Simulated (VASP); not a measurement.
# Ba (Cmmm) in VASP: a series of runs

The runs below take Ba through electric field gradients, with PBE, LDA.

Program: VASP 6.6.1. These are calculated values, not measurements. Logs are shortened: lines on timing, memory, paths and dates and some standing lists are left out, and cuts for length are marked.

## (1) The crystal as given

The structure is orthorhombic, space group Cmmm (No. 65). Conventional cell: a = 3.910 Å, b = 7.300 Å, c = 5.700 Å, α = 90.00°, β = 90.00°, γ = 90.00°. Ba (site symmetry mmm) has 6 Ba at 3.91 to 4.14 Å as nearest neighbours.

This isn't the form of Ba at room conditions, which is bcc.

## (2) Electric field gradients, PBE (volume scaled by 0.9405, crystal datasets)

The input, INCAR:

```
PREC = Accurate
ENCUT = 520
EDIFF = 1E-8
ISMEAR = -1
SIGMA = 0.08
LREAL = False
LASPH = True
NELM = 100
ALGO = Fast
ISIF = 2
LWAVE = False
LCHARG = False
GGA = PE
LEFG = True
NBANDS = 11
```

The input, KPOINTS:

```
Automatic mesh
0
Gamma
  12 12 7
```

The input, POSCAR:

```
Ba
1.0
    1.9154303375     -3.5761231364      0.0000000000
    1.9154303375      3.5761231364      0.0000000000
    0.0000000000      0.0000000000      5.5846306514
Ba
1
Direct
    0.0000000000      0.0000000000      0.0000000000
```

Potentials or basis: VASP PAW PBE potentials, release 64 (Ba_sv).

On the command line:

```sh
$ cat potpaw_PBE.64/Ba_sv/POTCAR > POTCAR
$ mpirun -np 1 vasp_std > vasp.out
```

OUTCAR:

```text
PREC = Accurate
   ENCUT = 520
   EDIFF = 1E-8
   ISMEAR = -1
   LREAL = False
   LASPH = True
   NELM = 100
   ISIF = 2
   GGA = PE

 ion  position               nearest neighbor table
   1  0.000  0.000  0.000-

  LATTYP: Found a base centered orthorhombic cell.
 ALAT       =     3.8308606750
 B/A-ratio  =     1.8670076726
 C/A-ratio  =     1.4578005115

  Lattice vectors:

 A1 = (   1.9154303375,  -3.5761231364,   0.0000000000)
 A2 = (   1.9154303375,   3.5761231364,   0.0000000000)
 A3 = (   0.0000000000,   0.0000000000,   5.5846306514)

Analysis of symmetry for initial positions (statically):
=====================================================================
 Subroutine PRICEL returns:
 Original cell was already a primitive cell.

 Routine SETGRP: Setting up the symmetry group for a
 base centered orthorhombic supercell.

 Subroutine GETGRP returns: Found  8 space group operations
 (whereof  8 operations were pure point group operations)
 out of a pool of  8 trial point group operations.

The static configuration has the point symmetry D_2h.

Analysis of symmetry for dynamics (positions and initial velocities):
=====================================================================
 Subroutine PRICEL returns:
 Original cell was already a primitive cell.

 Routine SETGRP: Setting up the symmetry group for a
 base centered orthorhombic supercell.

 Subroutine GETGRP returns: Found  8 space group operations
 (whereof  8 operations were pure point group operations)
 out of a pool of  8 trial point group operations.

The dynamic configuration has the point symmetry D_2h.

 Subroutine INISYM returns: Found  8 space group operations
 (whereof  8 operations are pure point group operations),
 and found     1 'primitive' translations

----------------------------------------------------------------------------------------

                                     Primitive cell

  volume of cell :      76.5074

  direct lattice vectors                    reciprocal lattice vectors
     1.915430337 -3.576123136  0.000000000     0.261037945 -0.139816215  0.000000000
     1.915430337  3.576123136  0.000000000     0.261037945  0.139816215  0.000000000
     0.000000000  0.000000000  5.584630651     0.000000000  0.000000000  0.179062871

  length of vectors
     4.056788146  4.056788146  5.584630651     0.296123932  0.296123932  0.179062871

  position of ions in fractional coordinates (direct lattice)
     0.000000000  0.000000000  0.000000000

  ion indices of the primitive-cell ions
   primitive index   ion index
                 1           1

----------------------------------------------------------------------------------------

 KPOINTS: Automatic mesh

Automatic generation of k-mesh.
 Grid dimensions read from file:
 generate k-points for:   12   12    7

 Generating k-lattice:

  Cartesian coordinates                     Fractional coordinates (reciprocal lattice)
     0.021753162 -0.011651351  0.000000000     0.083333333  0.000000000  0.000000000
     0.021753162  0.011651351  0.000000000     0.000000000  0.083333333  0.000000000
     0.000000000  0.000000000  0.025580410     0.000000000  0.000000000  0.142857143

  Length of vectors
     0.024676994  0.024676994  0.025580410

  Shift w.r.t. Gamma in fractional coordinates (k-lattice)
     0.000000000  0.000000000  0.000000000

 Subroutine IBZKPT returns following result:
 ===========================================

 Found    172 irreducible k-points:

 Following reciprocal coordinates:
            Coordinates               Weight
  0.000000  0.000000  0.000000      1.000000
  0.083333 -0.000000  0.000000      4.000000
  0.166667  0.000000  0.000000      4.000000
  0.250000 -0.000000  0.000000      4.000000
  0.333333  0.000000  0.000000      4.000000
  0.416667 -0.000000  0.000000      4.000000
[... 16 lines left out ...]
  0.500000  0.166667  0.000000      4.000000
 -0.416667  0.166667  0.000000      4.000000
 [... further k-points ...]
   k-points           NKPTS =    172   k-points in BZ     NKDIM =    172   number of bands    NBANDS=     11
   number of dos      NEDOS =    301   number of ions     NIONS =      1
   total plane-waves  NPLWV =  37800
   dimension x,y,z NGX =    30 NGY =   30 NGZ =   42
   dimension x,y,z NGXF=    60 NGYF=   60 NGZF=   84
   ions per type =               1
   NGX,Y,Z   is equivalent  to a cutoff of  12.29, 12.29, 12.50 a.u.
   NGXF,Y,Z  is equivalent  to a cutoff of  24.59, 24.59, 25.01 a.u.
 SYSTEM =  unknown system
   PREC   = accura    normal or accurate (medium, high low for compatibility)
   ISTART =      0    job   : 0-new  1-cont  2-samecut
   ICHARG =      2    charge: 1-file 2-atom 10-const
   ISPIN  =      1    spin polarized calculation?
   LNONCOLLINEAR =      F non collinear calculations
   LSORBIT =      F    spin-orbit coupling
   LASPH  =      T    aspherical Exc in radial PAW
   ENCUT  =  520.0 eV  38.22 Ry    6.18 a.u.   7.54  7.54 10.38*2*pi/ulx,y,z
   NELM   =    100;   NELMIN=  2; NELMDL= -5     # of ELM steps
   EDIFF  = 0.1E-07   stopping-criterion for ELM
   LREAL  =      F    real-space projection
   EDIFFG = 0.1E-06   stopping-criterion for IOM
   NSW    =      0    number of steps for IOM
   IBRION =     -1    ionic relax: 0-MD 1-quasi-New 2-CG
   NFREE  =      0    steps in history (QN), initial steepest desc. (CG)
   ISIF   =      2    stress and relaxation
   ISYM   =      2    0-nonsym 1-usesym 2-fastsym
   POTIM  = 0.5000    time-step for ionic-motion
   TEBEG  =    0.0;   TEEND  =   0.0 temperature during run
   PSTRESS=    0.0 pullay stress
   NELECT =      10.0000    total number of electrons
   NUPDOWN=      -1.0000    fix difference up-down
   EMIN   =  10.00;   EMAX   =-10.00  energy-range for DOS
   EFERMI =   0.00;   METHOD = LEGACY
   ISMEAR =    -1;   SIGMA  =   0.08  broadening in eV -4-tet -1-fermi 0-gaus
   EFERMI_NEDOS =   21; number of points for ismear=-14 and -15
   IALGO  =     68    algorithm
   IMIX   =      4    mixing-type and parameters
     AMIX     =   0.40;   BMIX     =  1.00
     AMIX_MAG =   1.60;   BMIX_MAG =  1.00
  volume/ion in A,a.u.               =      76.51       516.30
  Fermi-wavevector in a.u.,A,eV,Ry     =   0.830820  1.570023  9.391589  0.690262
  Thomas-Fermi vector in A             =   1.943602
   LORBIT       =      0    0 simple, 1 ext, 2 COOP (PROOUT), +10 PAW based schemes
   GGA     = PE    functional components
   LHFCALC =     F    Hartree Fock is set to
   AEXX    =    0.0000 exact exchange contribution
   IVDW    =     0    specifies the selected vdW correction
   LEPSILON=     F    determine dielectric tensor
   LRPA    =     F    only Hartree local field effects (RPA)
 non-spin polarized calculation
 RMM-DIIS sequential band-by-band and
  energy-cutoff  :      520.00
  volume of cell :       76.51
 maximum number of plane-waves:      2077
   NGX = 15   NGY = 15   NGZ = 21

 number of electron      10.0000000 magnetization

 number of electron       9.9999999 magnetization

 Free energy of the ion-electron system (eV)
  ---------------------------------------------------
  ext. energy  EPLUGINS =         0.00000000
  ---------------------------------------------------
  free energy    TOTEN  =        -1.32275037 eV

  energy without entropy =       -1.26644191  energy(sigma->0) =       -1.29459614

 E-fermi :   0.8807     XC(G=0):  -6.6238

 val. band max:        0.8803611647   @ k =   0.0833  -0.0000   0.2857
 cond. band min:       0.8839884384   @ k =  -0.3333   0.0833   0.4286
 fundamental gap:      0.0036272738
 Fermi energy:         0.8806990597

 k-point     1 :       0.0000    0.0000    0.0000
  band No.  band energies     occupation
      1     -28.1751      2.00000
      2     -13.4184      2.00000
      3     -12.8943      2.00000
      4     -12.7980      2.00000
      5      -1.4618      2.00000
      6       0.8282      1.31666
      7       2.4184      0.00000
      8       3.4355      0.00000
      9       4.2355      0.00000
     10       5.1256      0.00000
     11       5.4579      0.00000
[... 309 lines left out ...]
 k-point    24 :      -0.4167    0.1667    0.0000
  band No.  band energies     occupation
      1     -28.0819      2.00000
      2     -13.5398      2.00000
      3     -13.2902      2.00000
      4     -13.1803      2.00000
      5       0.5214      1.97785
      6       1.5430      0.00051
      7       2.0360      0.00000
      8       2.5348      0.00000
      9       3.7606      0.00000
     10       5.4060      0.00000
     11       7.1207      0.00000

 [... further k-points ...]

------------------------ aborting loop because EDIFF is reached ----------------------------------------

  FORCE on cell =-STRESS in cart. coord.  units (eV):
  Direction    XX          YY          ZZ          XY          YZ          ZX
  --------------------------------------------------------------------------------------
  -------------------------------------------------------------------------------------
  Total        1.5844381      0.8483615     -1.1661658      0.0000000      0.0000000      0.0000000
  in kB       33.1804734     17.7659421    -24.4212350      0.0000000      0.0000000      0.0000000
  external PRESSURE =       8.8417268 kB  Pullay stress =       0.0000000 kB

 VOLUME and BASIS-vectors are now :
 -----------------------------------------------------------------------------
  energy-cutoff  :      520.00
  volume of cell :       76.51
      direct lattice vectors                 reciprocal lattice vectors
     1.915430337 -3.576123136  0.000000000     0.261037945 -0.139816215  0.000000000
     1.915430337  3.576123136  0.000000000     0.261037945  0.139816215  0.000000000
     0.000000000  0.000000000  5.584630651     0.000000000  0.000000000  0.179062871

 POSITION                                       TOTAL-FORCE (eV/Angst)
 -----------------------------------------------------------------------------------
      0.00000      0.00000      0.00000        -0.000000      0.000000      0.000000
 -----------------------------------------------------------------------------------
    total drift:                                0.000000      0.000000     -0.000000

  FREE ENERGIE OF THE ION-ELECTRON SYSTEM (eV)
  ---------------------------------------------------
  free  energy   TOTEN  =        -1.3227503702 eV

  energy  without entropy=       -1.2664419067  energy(sigma->0) =       -1.29459614

 Electric field gradients (V/A^2)
---------------------------------------------------------------------
 ion       V_xx      V_yy      V_zz      V_xy      V_xz      V_yz
---------------------------------------------------------------------
   1      45.788    -0.881   -44.907     0.000     0.000     0.000
---------------------------------------------------------------------

 Electric field gradients after diagonalization (V/A^2)
 (convention: |V_zz| > |V_xx| > |V_yy|)
----------------------------------------------------------------------
 ion       V_xx      V_yy      V_zz     asymmetry (V_yy - V_xx)/ V_zz
----------------------------------------------------------------------
   1     -44.907    -0.881    45.788       0.962
----------------------------------------------------------------------

           NMR quadrupolar parameters

 Cq : quadrupolar parameter    Cq=e*Q*V_zz/h
 eta: asymmetry parameters     (V_yy - V_xx)/ V_zz
 Q  : nuclear electric quadrupole moment in mb (millibarn)
----------------------------------------------------------------------
 ion       Cq(MHz)       eta       Q (mb)
----------------------------------------------------------------------
   1       0.111       0.962       1.000
----------------------------------------------------------------------
```

Run time: 83 s. Hardware: 1 thread of AMD EPYC 9R45 (Zen 5), shared host; peak memory 0.26 GiB.

What came out:

| Item | Value |
| --- | --- |
| Free energy | -1.3228 eV |
| Pressure | 0.9 GPa |
| Band gap on the k mesh | none (metal or under the smearing width) |

Electric field gradients, principal values (V/Å²):
| atom | Vxx | Vyy | Vzz |
| --- | --- | --- | --- |
| 1 Ba | -0.881 | -44.907 | 45.788 |

(Continued in part 2 of 2.)
